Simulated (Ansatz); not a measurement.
The cell was built from the sc type and relaxed in the same program, and has space group Pm-3m; it needn't be a known or the stable phase.

An input for Ca and the output that it gave: DFT, PBE, all-electron LAPW, scalar-relativistic (Ansatz 0.2.0).

Command: `ansatz run input.yaml --threads 1 --pin off --max-ram 2048MiB --backend cpu --events-out ev --progress --plain --runs-dir out` The run took 9 s on 1 thread of Arm Neoverse N1, with other jobs on the host, peak memory 0.22 GiB.

```yaml
crystal:
  lattice:
    - [3.5201533213, 0.0, 0.0]
    - [0.0, 3.5201533213, 0.0]
    - [0.0, 0.0, 3.5201533213]
  atoms:
    - { symbol: Ca, position: [0.0, 0.0, 0.0] }
kpoints:
  mp_grid: { grid: [13, 13, 13] }
  band_path:
    path:
      - [0.0, 0.0, 0.0]
      - [0.0, 0.5, 0.0]
      - [0.5, 0.5, 0.0]
      - [0.0, 0.0, 0.0]
      - [0.5, 0.5, 0.5]
      - [0.0, 0.5, 0.0]
      - [0.5, 0.5, 0.5]
      - [0.5, 0.5, 0.0]
    npoints: 14
scf:
  occupations: { method: fermi_dirac, width: 0.05 }
hamiltonian:
  xc: pbe
  pseudopotentials: { kind: all_electron, lapw: { basis_error: 0.001 } }
output:
  forces: true
  stress: true
  eigenvalues: true
  fatbands: true
  populations: true
  dos: { projected: true, de: 0.2, e_range: [-14, 8] }
```

Output:

```
Ca: projections on atomic orbitals take those of the free atom 1s2 2s2 2p6 3s2 3p6 4s2, of charge +0.00 (hamiltonian.pseudopotentials.projection_atoms)
LAPW: plane waves up to 5.338 Å⁻¹, error target 1.0e-3 eV per atom; small_component_spin mean_spin; Ca in spheres of 1.760 Å, 10 of its electrons in bands, Dirac shells []
Engine: ansatz 0.2.0
Pseudopotentials: kind: all_electron
Pseudopotential: Ca, LAPW, valence charge 10, Koelling and Harmon's equation, gaussian nucleus
Functional definition: PBE
  parameter kappa = 0.804
  parameter beta = 0.06672455060314922
  exchange = pbe_x(kappa = kappa, mu = beta*pi^2/3)
  correlation = pbe_c(beta = beta)
Crystal: 1 atoms, lattice volume = 43.620 Å³
Basis set: ecut = 108.5582019926069 eV, 93 PW (Γ), exchange–correlation at level 2
Bands: 9, of which v1, the nominal top of the filled ones, is band 5 counted from 1 (4 counted from 0)
Symmetry: 48 space group operations
Space group: Pm-3m (ITA 221), of the structure as read, at distance tolerance 3.5e-5 Å
k-points: 84 of 2197
Non-local potential: Ca, projectors of the file, none
Initial density: superposition of atomic densities (chi_scale 0.1, normalization cell)
Initial wavefunctions: plane waves of lowest kinetic energy (no species holds an atomic orbital)
Functional: x = pbe(κ = 0.804, μ = 0.2195149727645171), c = pbe(β = 0.06672455060314922)
iter 1 solved again at ethr=2.96e-4 eV; its pass at ethr=1.00e-1 eV (dr2=2.96e-2 eV) is discarded
SCF iter   1: F=—  HF=-18514.074007 eV  |F-HF|=—  |Δ(HF+E_count)|=         —  Δρ=5.41e-3  dr2=2.96e-2  ethr=2.96e-4  ⟨swp⟩=3.1  Hψ=5897  notcnv=0
preconditioner: auto → none  [metal: Δε(μ)=0.035 eV  Ē_g=3.216 eV  σ=0.050 eV  W_gap=0.17  n_scr=6 (ndim 8)  ℏωp=8.0 eV  f_vac=0.000  D(μ)=0.98/eV (n_scr^D=6)  sad-step TF]
SCF iter   2: F=—  HF=-18514.077961 eV  |F-HF|=—  |Δ(HF+E_count)|=   3.95e-3  Δρ=4.54e-3  dr2=2.22e-2  ethr=2.96e-4  ⟨swp⟩=2.0  Hψ=2394  notcnv=0
iter 3 solved again at ethr=1.81e-6 eV; its pass at ethr=2.22e-4 eV (dr2=1.81e-4 eV) is discarded
SCF iter   3: F=—  HF=-18514.081300 eV  |F-HF|=—  |Δ(HF+E_count)|=   3.34e-3  Δρ=4.85e-4  dr2=1.80e-4  ethr=1.81e-6  ⟨swp⟩=2.0  Hψ=3866  notcnv=0
SCF iter   4: F=—  HF=-18514.080578 eV  |F-HF|=—  |Δ(HF+E_count)|=   7.21e-4  Δρ=6.44e-5  dr2=9.88e-7  ethr=1.80e-6  ⟨swp⟩=3.0  Hψ=2383  notcnv=0
SCF iter   5: F=—  HF=-18514.080588 eV  |F-HF|=—  |Δ(HF+E_count)|=   9.95e-6  Δρ=1.00e-5  dr2=9.03e-8  ethr=9.88e-9  ⟨swp⟩=3.0  Hψ=2384  notcnv=0
SCF iter   6: F=-18514.080588 eV  HF=-18514.080588 eV  |F-HF|=1.67e-10  |Δ(HF+E_count)|=   6.13e-8  Δρ=1.19e-6  dr2=1.12e-9  ethr=9.03e-10  ⟨swp⟩=2.0  Hψ=2284  notcnv=0
SCF 1 converged in 6 iterations: F = -18514.080588 eV  dr2 = 1.12e-9
NSCF: frozen V_eff on 99 k-points
SCF converged after 6 iterations
Free energy (F): -18514.080588 eV
Harris-Foulkes:  -18514.080588 eV  (|F-HF|=1.67e-10)
Internal energy: -18514.072599 eV  (E = F + TS)
E sigma→0 (E₀):  -18514.076594 eV
Entropy (-TS):   -0.007989 eV (-7.989 meV/atom)
Fermi energy:    4.891950 eV
--- Per-component energies (eV) ---
  E_band       = -177.128959
  E_kinetic    = 18658.401088
  E_xc         = -983.112906
  E_electrostatic = -36189.360781  (all electrons and nuclei)
  E_smearing   = -0.007989  (= −TS)
  E_closure    = 0.000000  (closes the sum)
  E_atoms      = -18512.560587  (free atoms, spherical and without spin; not in F)
  Σ components = -18514.080588   (vs F -18514.080588, Δ=0.00e0)
  Basis errors (estimates in eV, not in F): energy 4.2e-4 per atom: plane waves 4.1e-4 (2.3e-4 summed), levels above the bands 9.8e-27, relativity 8.4e-9, radial functions 1.4e-5, core shells 2.8e-9; eigenvalues (radial functions only) 1.2e-6; not estimated: angular momenta, meshes, grids; target (lapw.basis_error) 1.0e-3; muffin-tin radii Ca 1.760 Å
--- Forces (eV/Å), atoms counted from 1 ---
  atom   1  Ca    -0.00000000     0.00000000    -0.00000000
  max |Σ_I F_I| component: 4.68e-31 eV/Å
--- Stress (GPa, compression-positive) ---
        0.006135       0.000000       0.000000
        0.000000       0.006135       0.000000
        0.000000       0.000000       0.006135
  P = ⅓ Tr σ = 0.0061 GPa (0.061 kbar)
--- Band table (eV; the first three rows and the last of 84) ---
  k-point 0: bands = ["-37.3424", "-18.2303", "-18.2303", "-18.2303", "1.0809", "5.7341", "5.7341", "8.9451", "8.9451"]
  k-point 1: bands = ["-37.3414", "-18.2423", "-18.2294", "-18.2294", "1.1638", "5.7594", "5.7596", "8.8513", "8.8513"]
  k-point 2: bands = ["-37.3386", "-18.2751", "-18.2266", "-18.2266", "1.4081", "5.8087", "5.8310", "8.6163", "8.6163"]
  k-point 83: bands = ["-37.2919", "-18.3825", "-18.3821", "-18.3821", "5.5407", "5.6333", "5.6333", "9.3731", "9.3731"]
--- Löwdin populations: 1 site ---
  site symbol       q [e]
     0     Ca     19.2524
  spilling = 0.037379 (of n_electrons = 20.000000)
```
